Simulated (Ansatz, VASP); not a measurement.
**SiO2 in VASP and in Ansatz**

INCAR

```
PREC     = Accurate       # precision mode
ENCUT    = 520            # plane-wave cutoff, eV
EDIFF    = 1E-6           # SCF threshold, eV
ISMEAR   = 0              # smearing method
SIGMA    = 0.05           # smearing width, eV
LREAL    = F              # projectors in reciprocal space
LASPH    = T              # aspherical terms in the spheres
NELM     = 80             # most SCF steps
ALGO     = Normal         # electronic algorithm
ISIF     = 2              # what is computed and relaxed
LWAVE    = F              # write WAVECAR
LCHARG   = T              # write CHGCAR
GGA      = PE             # functional
LELF     = T              # ELF
LVHAR    = T            
NBANDS   = 25             # bands
```

File KPOINTS:

```
Automatic mesh
0
Gamma
  6 6 8
```

POSCAR

```
SiO2
1.0
    4.2361165343      0.0000000000      0.0000000000
    0.0000000000      4.2361165343      0.0000000000
    0.0000000000      0.0000000000      2.4752398578
Si O
2 4
Direct
    0.5000000000      0.5000000000      0.5000000000
    0.0000000000      0.0000000000      0.0000000000
    0.6930152167      0.6930152167      0.0000000000
    0.1930152167      0.8069847833      0.5000000000
    0.3069847833      0.3069847833      0.0000000000
    0.8069847833      0.1930152167      0.5000000000
```

Input for Ansatz:

```yaml
crystal:
  lattice:
    - [4.2361165343, 0.0, 0.0]
    - [0.0, 4.2361165343, 0.0]
    - [0.0, 0.0, 2.4752398578]
  atoms:
    - { symbol: Si, position: [0.5, 0.5, 0.5] }
    - { symbol: Si, position: [0.0, 0.0, 0.0] }
    - { symbol: O, position: [0.6930152167, 0.6930152167, 0.0] }
    - { symbol: O, position: [0.1930152167, 0.8069847833, 0.5] }
    - { symbol: O, position: [0.3069847833, 0.3069847833, 0.0] }
    - { symbol: O, position: [0.8069847833, 0.1930152167, 0.5] }
basis:
  ecutwfc: 420
kpoints:
  mp_grid: { grid: [6, 6, 8] }
hamiltonian:
  xc: pbe
scf:
  occupations: { method: gaussian, width: 0.05 }
output:
  forces: true
  stress: true
  eigenvalues: true
```

Change from the starting cell: strain +0.000 along x and y, -0.080 along z, atoms carried along.

Alike in both runs: task single point; functional PBE; k mesh 6 × 6 × 8; occupations gaussian, width 0.05 eV; no spin polarisation.

|  | VASP | Ansatz |
| --- | --- | --- |
| version | VASP 6.6.1 | Ansatz 0.2.0 |
| potentials or method | VASP PAW PBE potentials, release 64 (Si, O) | scalar-relativistic, plane waves, PAW |
| plane-wave cutoff (eV) | 520 | 420 |
| valence electrons in the cell | 32 | 32 |

```tsv
	VASP	Ansatz	Ansatz less VASP
gap on the k mesh at the Fermi level (eV)	6.73	6.74	+0.011
least direct gap on the mesh (eV)	6.73	6.74	+0.011
pressure (GPa)	36.7	36.3	-0.45
largest component of the traceless stress (GPa)	38.48	37.62	-0.857
rms of the force components (eV/Å)	0.160	0.134	-0.0255
```

Atom by atom the forces differ by 0.026 eV/Å (rms over components).

Caveats: so large a pressure means that the cell lies far from this level's equilibrium, or that cutoff or potentials fall short (VASP). A k mesh can miss the band edges.
